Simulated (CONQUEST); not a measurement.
## Si2Mo under changes of volume

One of the cells (13.416 Å³/atom); the others are scaled copies at fixed shape and fractional positions:

```
Mo Si
1.0
     3.20000    0.00000    0.00000
     0.00000    3.20000    0.00000
     0.00000    0.00000    7.86100
Mo Si
2 4
Direct
  0.00000 0.00000 0.00000
  0.50000 0.50000 0.50000
  0.00000 0.00000 0.66700
  0.50000 0.50000 0.16700
  0.00000 0.00000 0.33300
  0.50000 0.50000 0.83300
```

```yaml
Program: CONQUEST 1.3
Functional: PBE
Potentials_or_basis: PseudoDojo NC PBE, DZP, grid of 32 × 32 × 80 points
k_mesh: 8 × 8 × 4
Occupations: fermi-dirac, width 0.05 eV
Spin: no spin polarisation
```

```csv
volume (Å³/atom),energy over the lowest point (meV/atom),pressure (GPa),largest force (eV/Å)
12.611,?,?,?
12.879,37.18,14.7,0.277
13.148,16.61,9.7,0.302
13.416,4.72,4.7,0.319
13.684,0.00,0.9,0.369
13.953,1.93,-3.1,0.389
14.221,10.03,-6.3,0.399
```

Q: What does the run at 12.611 Å³/atom give?

A: Energy over the lowest point 66.19 meV/atom; pressure 20.1 GPa; largest force 0.221 eV/Å.

Worked out: A Birch-Murnaghan fit of order 3 (a polynomial in V^(-2/3)) to the other rows has its minimum at 13.73 Å³/atom with B0 = V·E''(V) = 200 GPa and B' = 4.6 at fixed shape and positions, which overstates the stiffness. It gives 66.78 meV/atom at 12.611 Å³/atom, against the run's 66.19, and -dE/dV = 20.7 GPa, against 20.1.

Energies are extrapolated to zero smearing.

Caveats: the basis of atomic orbitals isn't converged, which shifts pressures, moduli and gaps.
